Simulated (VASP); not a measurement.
# N (Fm-3m) in VASP: single point with r2SCAN

Aim: the single point of N with r2SCAN.

Program: VASP 6.6.1. These are calculated values, not measurements. Logs are shortened: lines on timing, memory, paths and dates and some standing lists are left out, and cuts for length are marked.

### 1 The structure

It takes space group Fm-3m (No. 225, cubic). The conventional cell has a = 3.205 Å, b = 3.205 Å, c = 3.205 Å, α = 90.00°, β = 90.00°, γ = 90.00°. N (site symmetry m-3m) is surrounded by 12 N at 2.27 Å.

The cell was built by a generator and needn't be a form met in nature.

### 2 Single point, r2SCAN

The input, POSCAR:

```
N
1.0
    0.0000000000      1.6025940000      1.6025940000
    1.6025940000      0.0000000000      1.6025940000
    1.6025940000      1.6025940000      0.0000000000
N
1
Direct
    0.0000000000      0.0000000000      0.0000000000
```

The input, INCAR.step1:

```
SYSTEM = N
ALGO = Normal ; EDIFF = 1E-4
ENCUT = 520 ; GGA = PE
ISMEAR = -5 ; LASPH = .TRUE.
LCHARG = .FALSE. ; LREAL = .FALSE.
LWAVE = .TRUE. ; NELM = 80
PREC = Accurate ; SIGMA = 0.0515
```

The input, INCAR.step2:

```
SYSTEM = N
ALGO = Normal ; EDIFF = 1E-6
ENCUT = 520 ; ISIF = 2
ISMEAR = 0 ; ISTART = 1
LASPH = .TRUE. ; LCHARG = .FALSE.
LMIXTAU = .TRUE. ; LORBIT = 11
LREAL = .FALSE. ; LWAVE = .FALSE.
METAGGA = R2SCAN ; NELM = 80
PREC = Accurate ; SIGMA = 0.0515
```

The input, KPOINTS:

```
k-points
0
G
  18 18 18
  0 0 0
```

Potentials or basis: VASP PAW PBE potentials, release 64 (N).

On the command line:

```
$ cat potpaw_PBE.64/N/POTCAR > POTCAR
$ cp INCAR.step1 INCAR
$ mpirun -np 1 vasp_std > vasp.out
$ cp INCAR.step2 INCAR
$ mpirun -np 1 vasp_std > vasp.out
```

OUTCAR:

```text
SYSTEM = N
   EDIFF = 1E-6
   ENCUT = 520
   ISIF = 2
   ISMEAR = 0
   ISTART = 1
   LASPH = .TRUE.
   LORBIT = 11
   LREAL = .FALSE.
   METAGGA = R2SCAN
   NELM = 80
   PREC = Accurate

 ion  position               nearest neighbor table
   1  0.000  0.000  0.000-

  LATTYP: Found a face centered cubic cell.
 ALAT       =     3.2051880000

  Lattice vectors:

 A1 = (   0.0000000000,   1.6025940000,   1.6025940000)
 A2 = (   1.6025940000,   0.0000000000,   1.6025940000)
 A3 = (   1.6025940000,   1.6025940000,   0.0000000000)

Analysis of symmetry for initial positions (statically):
=====================================================================
 Subroutine PRICEL returns:
 Original cell was already a primitive cell.

 Routine SETGRP: Setting up the symmetry group for a
 face centered cubic supercell.

 Subroutine GETGRP returns: Found 48 space group operations
 (whereof 48 operations were pure point group operations)
 out of a pool of 48 trial point group operations.

The static configuration has the point symmetry O_h .

Analysis of symmetry for dynamics (positions and initial velocities):
=====================================================================
 Subroutine PRICEL returns:
 Original cell was already a primitive cell.

 Routine SETGRP: Setting up the symmetry group for a
 face centered cubic supercell.

 Subroutine GETGRP returns: Found 48 space group operations
 (whereof 48 operations were pure point group operations)
 out of a pool of 48 trial point group operations.

The dynamic configuration has the point symmetry O_h .

 Subroutine INISYM returns: Found 48 space group operations
 (whereof 48 operations are pure point group operations),
 and found     1 'primitive' translations

----------------------------------------------------------------------------------------

                                     Primitive cell

  volume of cell :       8.2319

  direct lattice vectors                    reciprocal lattice vectors
     0.000000000  1.602594000  1.602594000    -0.311994179  0.311994179  0.311994179
     1.602594000  0.000000000  1.602594000     0.311994179 -0.311994179  0.311994179
     1.602594000  1.602594000  0.000000000     0.311994179  0.311994179 -0.311994179

  length of vectors
[... 81 lines left out ...]
   LREAL  =      F    real-space projection
   EDIFFG = 0.1E-04   stopping-criterion for IOM
   NSW    =      0    number of steps for IOM
   IBRION =     -1    ionic relax: 0-MD 1-quasi-New 2-CG
   NFREE  =      0    steps in history (QN), initial steepest desc. (CG)
   ISIF   =      2    stress and relaxation
   ISYM   =      2    0-nonsym 1-usesym 2-fastsym
   POTIM  = 0.5000    time-step for ionic-motion
   TEBEG  =    0.0;   TEEND  =   0.0 temperature during run
   PSTRESS=    0.0 pullay stress
   NELECT =       5.0000    total number of electrons
   NUPDOWN=      -1.0000    fix difference up-down
   EMIN   =  10.00;   EMAX   =-10.00  energy-range for DOS
   EFERMI =   0.00;   METHOD = LEGACY
   ISMEAR =     0;   SIGMA  =   0.05  broadening in eV -4-tet -1-fermi 0-gaus
   EFERMI_NEDOS =   21; number of points for ismear=-14 and -15
   IALGO  =     38    algorithm
   IMIX   =      4    mixing-type and parameters
     AMIX     =   0.40;   BMIX     =  1.00
     AMIX_MAG =   1.60;   BMIX_MAG =  1.00
  volume/ion in A,a.u.               =       8.23        55.55
  Fermi-wavevector in a.u.,A,eV,Ry     =   1.386430  2.619973 26.152962  1.922189
  Thomas-Fermi vector in A             =   2.510747
   LORBIT       =     11    0 simple, 1 ext, 2 COOP (PROOUT), +10 PAW based schemes
   METAGGA = R2SCAN    functional components
   LHFCALC =     F    Hartree Fock is set to
   AEXX    =    0.0000 exact exchange contribution
   IVDW    =     0    specifies the selected vdW correction
   LEPSILON=     F    determine dielectric tensor
   LRPA    =     F    only Hartree local field effects (RPA)
 non-spin polarized calculation
 Gauss-broadening in eV      SIGMA  =   0.05
  energy-cutoff  :      520.00
  volume of cell :        8.23
 maximum number of plane-waves:       229
 NGX is ok and might be reduce to    18

 number of electron       5.0000000 magnetization

 Free energy of the ion-electron system (eV)
  ---------------------------------------------------
  ext. energy  EPLUGINS =         0.00000000
  ---------------------------------------------------
  free energy    TOTEN  =        -4.33233230 eV

  energy without entropy =       -4.33110860  energy(sigma->0) =       -4.33172045

 E-fermi :   4.2070     XC(G=0): -12.9305

 val. band max:        4.2004605423   @ k =  -0.3889   0.2222   0.1111
 cond. band min:       4.2200205663   @ k =  -0.2778   0.3889   0.1667
 fundamental gap:      0.0195600240
 Fermi energy:         4.2070322161

 k-point     1 :       0.0000    0.0000    0.0000
  band No.  band energies     occupation
      1     -15.9593      2.00000
      2       8.0015      0.00000
      3       8.0015      0.00000
      4       8.0016      0.00000
      5      26.9553      0.00000
      6      36.2340      0.00000
[... 199 lines left out ...]
 k-point    24 :      -0.2222    0.0556    0.0000
  band No.  band energies     occupation
      1     -13.9094      2.00000
      2       3.3182      2.00000
      3       6.9803      0.00000
      4       7.5975      0.00000
      5      27.9976      0.00000
      6      30.5293      0.00000

 [... further k-points ...]

------------------------ aborting loop because EDIFF is reached ----------------------------------------

  FORCE on cell =-STRESS in cart. coord.  units (eV):
  Direction    XX          YY          ZZ          XY          YZ          ZX
  --------------------------------------------------------------------------------------
  -------------------------------------------------------------------------------------
  Total       -0.7738872     -0.7738872     -0.7738872     -0.0000000      0.0000000     -0.0000000
  in kB     -150.6217493   -150.6217493   -150.6217493     -0.0000000      0.0000000     -0.0000000
  external PRESSURE =    -150.6217493 kB  Pullay stress =       0.0000000 kB

 VOLUME and BASIS-vectors are now :
 -----------------------------------------------------------------------------
  energy-cutoff  :      520.00
  volume of cell :        8.23
      direct lattice vectors                 reciprocal lattice vectors
     0.000000000  1.602594000  1.602594000    -0.311994179  0.311994179  0.311994179
     1.602594000  0.000000000  1.602594000     0.311994179 -0.311994179  0.311994179
     1.602594000  1.602594000  0.000000000     0.311994179  0.311994179 -0.311994179

 POSITION                                       TOTAL-FORCE (eV/Angst)
 -----------------------------------------------------------------------------------
      0.00000      0.00000      0.00000         0.000000     -0.000000      0.000000
 -----------------------------------------------------------------------------------
    total drift:                                0.000000      0.000000      0.000000

  FREE ENERGIE OF THE ION-ELECTRON SYSTEM (eV)
  ---------------------------------------------------
  free  energy   TOTEN  =        -4.3323322971 eV

  energy  without entropy=       -4.3311085978  energy(sigma->0) =       -4.33172045

 total charge

# of ion       s       p       d       tot
------------------------------------------
    1        1.439   1.826   0.000   3.266
```

OUTCAR.step1:

```text
SYSTEM = N
   EDIFF = 1E-4
   ENCUT = 520
   GGA = PE
   ISMEAR = -5
[... 436 lines left out ...]

 POSITION                                       TOTAL-FORCE (eV/Angst)
 -----------------------------------------------------------------------------------
      0.00000      0.00000      0.00000         0.000000      0.000000      0.000000
 -----------------------------------------------------------------------------------
    total drift:                                0.000000     -0.000000     -0.000000

  FREE ENERGIE OF THE ION-ELECTRON SYSTEM (eV)
  ---------------------------------------------------
  free  energy   TOTEN  =        -3.8125182259 eV

  energy  without entropy=       -3.8125182259  energy(sigma->0) =       -3.81251823
```

Wall time 29 s (1 thread of Intel Xeon Platinum 8488C (Sapphire Rapids), shared host); peak memory 0.12 GiB.

Results:

* Free energy: -4.3323 eV
* Pressure: -15.1 GPa
* Band gap on the k mesh: none (metal or under the smearing width)
* Valence electrons inside the program's atomic spheres: N 3.27

Caveat: so large a pressure means that the cell lies far from this level's equilibrium, or that cutoff or potentials fall short; the potentials were made for another functional, which shifts forces and pressure.
